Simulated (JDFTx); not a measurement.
# V: equation of state with LDA

Crystal: V.

```
V
1.0
    -1.51435    1.51435    1.51435
     1.51435   -1.51435    1.51435
     1.51435    1.51435   -1.51435
V
1
Cartesian
  0.0000 0.0000 0.0000
```

```
Program             : JDFTx 1.7.0 (patched build)
Task                : equation of state
Functional          : LDA
Potentials or basis : PseudoDojo-SR-LDA-0.4.1-standard
Cutoff              : 1143 eV
Density cutoff      : 4572 eV
k mesh              : 12 × 12 × 12
Occupations         : fermi-dirac, width 0.05 eV
Spin                : collinear spin, ferromagnetic start
Starting moments    : [2.0] μB
```

- Equilibrium volume: 12.51 Å³/atom (rough: see the caveat)
- Bulk modulus: 203 GPa (rough)

Energy against volume, from the lowest point:
```tsv
volume (Å³/atom)	energy (meV/atom)
13.058	0.00
13.336	17.07
13.613	39.92
13.891	68.01
14.169	100.82
14.447	137.91
14.725	178.84
```

Caveat: the minimum lies outside the volumes run.
